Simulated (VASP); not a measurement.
## VASP 6.6.1, PBE single-point calculation, HfO$_{2}$ (strained database structure)

INCAR

```
LCHARG = .FALSE.
ENCUT = 520
IBRION = -1
LREAL = .FALSE.
NSW = 0
LWAVE = .FALSE.
EDIFF = 1E-7
PREC = Accurate
ISIF = 2
SIGMA = 0.02
NBANDS = 31
ISMEAR = -1
LASPH = .TRUE.
GGA = PE
NELM = 120
```

KPOINTS

```
KPOINTS created by Atomic Simulation Environment
0
Gamma
8 8 6
0 0 0
```

KPOINTS_OPT

```
special points
6
Reciprocal
0.0000000000 0.0000000000 0.0000000000 1
0.0000000000 0.5000000000 0.0000000000 1
0.5000000000 0.5000000000 0.0000000000 1
0.0000000000 0.0000000000 0.5000000000 1
0.0000000000 0.5000000000 0.5000000000 1
0.5000000000 0.5000000000 0.5000000000 1
```

POSCAR

```
Hf O
 1.0000000000000000
     3.5051588117999999    0.0000000000000000    0.0000000000000000
     0.0000000000000000    3.5051588117999999    0.0000000000000000
     0.0000000000000000    0.0000000000000000    5.2561842798000002
 Hf  O
   2   4
Cartesian
  1.7525794059000004  1.7525794059000004  2.6280921399000006
 -0.0000000000000000  0.0000000000000000 -0.0000000000000000
  0.0000000000000000  1.7525794059000004  3.6676770650753858
  1.7525794059000004  0.0000000000000000  4.2165993546246163
  1.7525794059000004  0.0000000000000000  1.5885072147246149
  0.0000000000000000  1.7525794059000004  1.0395849251753857
```

VASP ran with the recommended PBE PAW datasets (44 valence electrons in the cell).

Command

```
mpirun -np 1 vasp_std
```

OSZICAR

```
N       E                     dE             d eps       ncg     rms          rms(c)
DAV:   1     0.245045442139E+03    0.24505E+03   -0.24996E+04  3720   0.142E+03
DAV:   2    -0.581950364948E+02   -0.30324E+03   -0.29259E+03  4812   0.358E+02
DAV:   3    -0.714481705927E+02   -0.13253E+02   -0.13203E+02  4620   0.673E+01
DAV:   4    -0.715650233285E+02   -0.11685E+00   -0.11681E+00  4720   0.708E+00
DAV:   5    -0.715661059329E+02   -0.10826E-02   -0.10826E-02  4715   0.629E-01    0.773E+01
DAV:   6    -0.607194943042E+02    0.10847E+02   -0.46644E+01  4244   0.384E+01    0.624E+01
DAV:   7    -0.605837072840E+02    0.13579E+00   -0.20219E+00  4672   0.905E+00    0.355E+01
DAV:   8    -0.605787525850E+02    0.49547E-02   -0.19235E-01  4735   0.346E+00    0.782E+00
DAV:   9    -0.605600904696E+02    0.18662E-01   -0.66676E-02  4351   0.168E+00    0.336E+00
DAV:  10    -0.605598172851E+02    0.27318E-03   -0.52758E-03  4836   0.493E-01    0.615E-02
DAV:  11    -0.605598613011E+02   -0.44016E-04   -0.36585E-04  4755   0.120E-01    0.751E-02
DAV:  12    -0.605598891861E+02   -0.27885E-04   -0.42549E-05  4864   0.369E-02    0.878E-02
DAV:  13    -0.605598916798E+02   -0.24937E-05   -0.29149E-06  4475   0.111E-02    0.654E-03
DAV:  14    -0.605598919628E+02   -0.28309E-06   -0.24050E-07  4363   0.298E-03    0.107E-02
DAV:  15    -0.605598918495E+02    0.11338E-06   -0.77049E-08  3741   0.160E-03    0.137E-04
DAV:  16    -0.605598918687E+02   -0.19269E-07   -0.37581E-09  2868   0.362E-04
   1 F= -.60559892E+02 E0= -.60559892E+02  d E =-.207118E-12
       N       E                     dE             ncg
DAV:   1     0.358549692710E+04   -0.71133E+04      372
DAV:   2     0.189309958432E+04   -0.16924E+04      454
DAV:   3     0.180754898712E+04   -0.85551E+02      464
DAV:   4     0.180641851329E+04   -0.11305E+01      489
DAV:   5     0.180640462862E+04   -0.13885E-01      473
DAV:   6     0.180640440063E+04   -0.22799E-03      481
DAV:   7     0.180640439418E+04   -0.64509E-05      474
DAV:   8     0.180640439398E+04   -0.19833E-06      433
DAV:   9     0.180640439397E+04   -0.89840E-08      314
```

From OUTCAR

```
k-points           NKPTS =     60   k-points in BZ     NKDIM =     60   number of bands    NBANDS=     31

   NELECT =      44.0000    total number of electrons

   dimension x,y,z NGX =    28 NGY =   28 NGZ =   40
   dimension x,y,z NGXF=    56 NGYF=   56 NGZF=   80

  energy-cutoff  :      520.00
  volume of cell :       64.58
      direct lattice vectors                 reciprocal lattice vectors
     3.505158812  0.000000000  0.000000000     0.285293778  0.000000000  0.000000000
     0.000000000  3.505158812  0.000000000     0.000000000  0.285293778  0.000000000
     0.000000000  0.000000000  5.256184280     0.000000000  0.000000000  0.190252082

 k-points in reciprocal lattice and weights: KPOINTS created by Atomic Simulation Env
   0.00000000  0.00000000  0.00000000       0.003
   0.12500000  0.00000000  0.00000000       0.010
   0.25000000  0.00000000  0.00000000       0.010
   0.37500000  0.00000000  0.00000000       0.010
   0.50000000  0.00000000  0.00000000       0.005
   0.12500000  0.12500000  0.00000000       0.010
   0.25000000  0.12500000  0.00000000       0.021
   0.37500000  0.12500000  0.00000000       0.021
   ...

 E-fermi :   4.2138

 k-point     1 :       0.0000    0.0000    0.0000
  band No.  band energies     occupation
      1     -25.6571      2.00000
      2     -25.2546      2.00000
      3     -25.2546      2.00000
      4     -25.1911      2.00000
      5     -25.1456      2.00000
      6     -25.1456      2.00000
      7     -14.5304      2.00000
      8     -12.7579      2.00000
      9     -12.5307      2.00000
     10     -11.8847      2.00000
     11      -1.7695      2.00000
     12      -1.2104      2.00000
     13      -1.0317      2.00000
     14      -1.0317      2.00000
     15       0.9930      2.00000
     16       0.9930      2.00000
     17       2.3598      2.00000
     18       2.3598      2.00000
     19       2.6659      2.00000
     20       3.2640      2.00000
     21       3.6522      2.00000
     22       3.6522      2.00000
     23       8.4439      0.00000
     24       8.6003      0.00000
     25       9.6838      0.00000
     26       9.9399      0.00000
     27      10.1850      0.00000
     28      11.0171      0.00000
     29      12.8600      0.00000
     30      12.8600      0.00000
     31      14.8013      0.00000

 k-point     2 :       0.1250    0.0000    0.0000
  band No.  band energies     occupation
      1     -25.6324      2.00000
      2     -25.3060      2.00000
      3     -25.2481      2.00000
      4     -25.2027      2.00000
      5     -25.1958      2.00000
      6     -25.1474      2.00000
      7     -14.3760      2.00000
      8     -12.7197      2.00000
      9     -12.5427      2.00000
     10     -11.9521      2.00000
     11      -1.8359      2.00000
     12      -1.1336      2.00000
     13      -0.9219      2.00000
     14      -0.5469      2.00000
     15       0.7634      2.00000
     16       0.9999      2.00000
     17       2.1611      2.00000
     18       2.2103      2.00000
     19       2.8137      2.00000
     20       3.3087      2.00000
     21       3.3425      2.00000
     22       3.4755      2.00000
     23       8.6481      0.00000
     24       8.8604      0.00000
     25       9.5639      0.00000
     26       9.9217      0.00000
     27      10.6118      0.00000
     28      11.1247      0.00000
     29      12.5990      0.00000
     30      12.8779      0.00000
     31      14.3848      0.00000

 k-point     3 :       0.2500    0.0000    0.0000
  band No.  band energies     occupation
      1     -25.5662      2.00000
      2     -25.4181      2.00000
      3     -25.3363      2.00000
      4     -25.2306      2.00000
      5     -25.2232      2.00000
      6     -25.1535      2.00000
      7     -13.9749      2.00000
      8     -12.6813      2.00000
      9     -12.5599      2.00000
     10     -12.1091      2.00000
     11      -1.6180      2.00000
     12      -0.9664      2.00000
     13      -0.6012      2.00000
     14       0.1979      2.00000
     15       0.4977      2.00000
     16       1.0440      2.00000
     17       1.7682      2.00000
     18       1.7982      2.00000
     19       2.6661      2.00000
     20       2.8877      2.00000
     21       3.2416      2.00000
     22       3.3748      2.00000
     23       8.9539      0.00000
     24       9.2684      0.00000
     25       9.3630      0.00000
     26       9.8949      0.00000
     27      11.3667      0.00000
     28      11.4616      0.00000
     29      12.2742      0.00000
     30      12.9527      0.00000
     31      13.4923      0.00000

 k-point     4 :       0.3750    0.0000    0.0000
  band No.  band energies     occupation
      1     -25.5202      2.00000
      2     -25.5091      2.00000
      3     -25.4342      2.00000
      4     -25.2787      2.00000
      5     -25.2073      2.00000
      6     -25.1655      2.00000
      7     -13.4800      2.00000
      8     -12.7842      2.00000
      9     -12.5357      2.00000
     10     -12.2731      2.00000
     11      -1.1210      2.00000
     12      -0.8523      2.00000
     13      -0.0981      2.00000
     14       0.0525      2.00000
     15       1.1835      2.00000
     16       1.2047      2.00000
     17       1.2054      2.00000
     18       1.3934      2.00000
     19       1.9856      2.00000
     20       2.6751      2.00000
     21       3.2152      2.00000
     22       3.3824      2.00000
     23       9.0080      0.00000
     24       9.0571      0.00000
     25       9.7342      0.00000
     26       9.8915      0.00000
     27      11.0889      0.00000
     28      11.6522      0.00000
     29      12.8019      0.00000
     30      12.8184      0.00000
     31      13.1614      0.00000

 k-point     5 :       0.5000    0.0000    0.0000
  band No.  band energies     occupation
      1     -25.5519      2.00000
      2     -25.5519      2.00000
      3     -25.3591      2.00000
      4     -25.3591      2.00000
      5     -25.1840      2.00000
      6     -25.1840      2.00000
      7     -13.0563      2.00000
      8     -13.0563      2.00000
      9     -12.4296      2.00000
     10     -12.4296      2.00000
     11      -0.8630      2.00000
     12      -0.8630      2.00000
     13       0.4988      2.00000
     14       0.4988      2.00000
     15       0.5340      2.00000
     16       0.5340      2.00000
     17       1.4830      2.00000
     18       1.4830      2.00000
     19       2.1689      2.00000
     20       2.1689      2.00000
     21       3.3105      2.00000
     22       3.3105      2.00000
     23       8.9856      0.00000
     24       8.9856      0.00000
     25       9.8761      0.00000
     26       9.8761      0.00000
     27      11.1337      0.00000
     28      11.1337      0.00000
     29      12.9159      0.00000
     30      12.9159      0.00000
     31      13.5477      0.00000

 k-point     6 :       0.1250    0.1250    0.0000
  band No.  band energies     occupation
      1     -25.6088      2.00000
      2     -25.3253      2.00000
      3     -25.2736      2.00000
      4     -25.2322      2.00000
      5     -25.1995      2.00000
      6     -25.1755      2.00000
      7     -14.2232      2.00000
      8     -12.6721      2.00000
      9     -12.5573      2.00000
     10     -12.0191      2.00000
     11      -1.7985      2.00000
     12      -1.0434      2.00000
     13      -0.8683      2.00000
     14      -0.1354      2.00000
     15       0.4259      2.00000
     16       1.1435      2.00000
     17       1.7442      2.00000
     18       2.1741      2.00000
     19       2.8928      2.00000
     20       3.0181      2.00000
     21       3.3539      2.00000
     22       3.6169      2.00000
     23       8.8470      0.00000
     24       9.0130      0.00000
     25       9.4930      0.00000
     26       9.8698      0.00000
     27      11.0165      0.00000
     28      11.2118      0.00000
     29      12.3687      0.00000
     30      12.8380      0.00000
     31      14.1869      0.00000

 ...

  Total        6.1212043      6.1212043      1.0221777      0.0000000      0.0000000      0.0000000
  in kB      151.8663213    151.8663213     25.3601019      0.0000000      0.0000000      0.0000000
  external PRESSURE =     109.6975815 kB  Pullay stress =       0.0000000 kB

 POSITION                                       TOTAL-FORCE (eV/Angst)
 -----------------------------------------------------------------------------------
      1.75258      1.75258      2.62809        -0.000000      0.000000     -0.000000
      0.00000      0.00000      0.00000         0.000000      0.000000     -0.000000
      0.00000      1.75258      3.66768        -0.000000      0.000000      0.047533
      1.75258      0.00000      4.21660         0.000000      0.000000     -0.047533
      1.75258      0.00000      1.58851         0.000000      0.000000     -0.047533
      0.00000      1.75258      1.03958        -0.000000      0.000000      0.047533
 -----------------------------------------------------------------------------------
    total drift:                                0.000000      0.000000      0.000000

  FREE ENERGIE OF THE ION-ELECTRON SYSTEM (eV)
  ---------------------------------------------------
  free  energy   TOTEN  =       -60.5598918687 eV

  energy  without entropy=      -60.5598918687  energy(sigma->0) =      -60.55989187
```

| Item | Value |
| --- | --- |
| gap between bands v and c | 4.73 eV |
| least direct gap | 4.79 eV |
| pressure | 11.0 GPa |
| largest force | 0.05 eV/Å |

Band v is the last that the valence electrons fill when counted band by band, and c is the next.

The run took about 1.8 min on one core of a shared host (Intel Xeon Platinum 8488C) and held 0.3 GiB at most.
